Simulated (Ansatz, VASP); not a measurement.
**One calculation of GaN, two programs**

```
CELL_PARAMETERS angstrom
0.00000 2.25350 2.25350
2.25350 0.00000 2.25350
2.25350 2.25350 0.00000
ATOMIC_POSITIONS crystal
Ga 0.00000 0.00000 0.00000
N 0.25000 0.25000 0.25000
```

Alike in both runs: functional PBEsol; k mesh 8 × 8 × 8; occupations fermi-dirac, width 0.05 eV; non-collinear spin, spin-orbit coupling.

|  | VASP | Ansatz |
| --- | --- | --- |
| version | VASP 6.6.1 | Ansatz 0.2.0 |
| potentials or method | VASP PAW PBE potentials, release 64 (Ga_d, N), cutoff 520 eV | all-electron LAPW, relativistic spinors |
| task | single point | band structure |

|  | VASP | Ansatz | Ansatz less VASP |
| --- | --- | --- | --- |
| gap on the k mesh at the Fermi level (eV) | 1.68 | 1.68 | -0.003 |
| least direct gap on the mesh (eV) | 1.68 | 1.68 | -0.003 |
| pressure (GPa) | -1.3 | -1.1 | +0.19 |
| net moment per atom (μB) | 0.00 | 0.00 | 0.000 |

Ansatz ran all-electron here, so the differences hold the error of VASP's frozen core and of both bases.

Caveats: the PAW data sets were made with another functional, which shifts forces and pressure a little (VASP).
